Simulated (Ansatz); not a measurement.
**SiO2: single point with PBE**

The system is SiO2.

```xyz
6
Lattice="-2.4773 2.4773 3.6557 2.4773 -2.4773 3.6557 2.4773 2.4773 -3.6557" Properties=species:S:1:pos:R:3 pbc="T T T"
Si    0.0183    2.4770    1.8003
Si   -0.0016    0.0484   -0.0332
O    -0.4518    3.7067    0.9253
O    -1.2007    2.0316    2.7463
O     1.2009    2.9457    2.7247
O     0.4821    1.2638    0.9285
```

The cell comes from a database or a generator and needn't be the stable form of this composition.

The cell isn't the ideal one: atoms moved at random, drawn with an rms of 0.05 Å.

```json
{
  "Program": "Ansatz 0.2.0",
  "Task": "single point",
  "Functional": "PBE",
  "Potentials or basis": "Ansatz PAW",
  "Cutoff": "420 eV (not typed: the program's choice for these potentials)",
  "k mesh": "8 × 8 × 8",
  "Occupations": "fermi-dirac, width 0.05 eV",
  "Spin": "no spin polarisation"
}
```

```yaml
Pressure: 6.4 GPa
Largest_force: 2.755 eV/Å
Band_gap_on_the_k_mesh: 5.85 eV, direct
```

Forces in eV/Å, atoms in the order of the input:
```
Si  -1.223  0.619  0.552
Si   0.186 -1.469  0.775
O   -0.313  2.158 -1.684
O   -1.137 -0.253  0.491
O    1.990  0.715  1.312
O    0.497 -1.771 -1.446
```

Stress tensor (GPa, compression positive):
```
 6.55 -0.93  1.93
-0.93  6.42  3.06
 1.93  3.06  6.22
```

Levels at points of the mesh, in eV from the valence-band top:
| k point | band 13 | band 14 | band 15 | band 16 | band 17 | band 18 | band 19 | band 20 |
| --- | --- | --- | --- | --- | --- | --- | --- | --- |
| (0.00, 0.00, 0.00) | -1.63 | -0.69 | -0.04 | 0.00 | 5.85 | 8.80 | 10.41 | 10.57 |
| (0.00, 0.00, -0.50) | -1.17 | -0.92 | -0.44 | -0.32 | 8.90 | 9.08 | 10.02 | 10.27 |
| (0.00, -0.50, 0.00) | -1.73 | -0.83 | -0.44 | -0.12 | 8.17 | 8.91 | 9.58 | 10.33 |
| (0.00, -0.50, -0.50) | -1.38 | -0.95 | -0.67 | -0.22 | 8.07 | 8.96 | 9.50 | 10.22 |
| (-0.50, 0.00, 0.00) | -1.73 | -0.77 | -0.40 | -0.11 | 8.20 | 8.79 | 9.80 | 10.27 |
| (-0.50, 0.00, -0.50) | -1.46 | -0.92 | -0.62 | -0.17 | 8.15 | 8.81 | 9.66 | 10.19 |
| (-0.50, -0.50, 0.00) | -1.22 | -0.93 | -0.55 | -0.23 | 8.94 | 9.14 | 10.11 | 10.32 |
| (-0.50, -0.50, -0.50) | -1.56 | -1.39 | -0.38 | -0.35 | 8.73 | 8.90 | 10.26 | 10.34 |

Run time: 33 s on 2 threads of AMD EPYC 7R43 64-Core Processor (Zen 3), with other jobs on the host, peak memory 0.7 GiB.

Caveat: the pressure holds a Pulay correction of +0.5 GPa for the finite cutoff. A k mesh can miss the band edges.
